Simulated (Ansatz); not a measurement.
Computed with Ansatz 0.2.0, DFT PBE, scalar-relativistic, plane waves, PAW. All cells share a 420 eV cutoff and Γ-centred k meshes spaced at most about 0.3 Å⁻¹ (about 0.25 or finer for metals, 2π included). No spin polarisation.

Temperature and zero-point effects are left out.

Question: Which of these relaxed structures of NbC₄ is the lowest in energy?
1.

```cif
data_structure
_symmetry_space_group_name_H-M 'I4/mmm'
_symmetry_Int_Tables_number 139
_cell_length_a 6.2725
_cell_length_b 6.2725
_cell_length_c 2.6008
_cell_angle_alpha 90.000
_cell_angle_beta 90.000
_cell_angle_gamma 90.000
_cell_volume 102.33
loop_
_atom_site_label
_atom_site_type_symbol
_atom_site_symmetry_multiplicity
_atom_site_Wyckoff_symbol
_atom_site_fract_x
_atom_site_fract_y
_atom_site_fract_z
_atom_site_occupancy
Nb1 Nb 2 a 0.00000 0.00000 0.00000 1
C1 C 8 h 0.72058 0.72058 0.00000 1
```

2.

```cif
data_structure
_symmetry_space_group_name_H-M 'P-43m'
_symmetry_Int_Tables_number 215
_cell_length_a 3.6053
_cell_length_b 3.6053
_cell_length_c 3.6053
_cell_angle_alpha 90.000
_cell_angle_beta 90.000
_cell_angle_gamma 90.000
_cell_volume 46.86
loop_
_atom_site_label
_atom_site_type_symbol
_atom_site_symmetry_multiplicity
_atom_site_Wyckoff_symbol
_atom_site_fract_x
_atom_site_fract_y
_atom_site_fract_z
_atom_site_occupancy
Nb1 Nb 1 a 0.00000 0.00000 0.00000 1
C1 C 4 e 0.34899 0.65101 0.65101 1
```

Answer: 1. The other, cell 2, lies 0.77 eV/atom higher. Forms: cell 1 I4/mmm; cell 2 P-43m. Counting C atoms around Nb (those within 1.25 times the shortest such distance or 1.15 times the sum of covalent radii, 1.27 where that leaves under three): cell 1 has Nb 12; cell 2 has Nb 4. Cell 1 holds C–C chains (shortest 1.40 Å); cell 2 holds C–C units of three or more atoms (shortest 1.54 Å). Both come from invented guesses. Even the lowest of the cells shown lies +0.75 eV/atom against the elements.

Cells relaxed within their symmetry can be saddle points. Some types were kept out of the candidates beforehand, so the set may lack a known form.
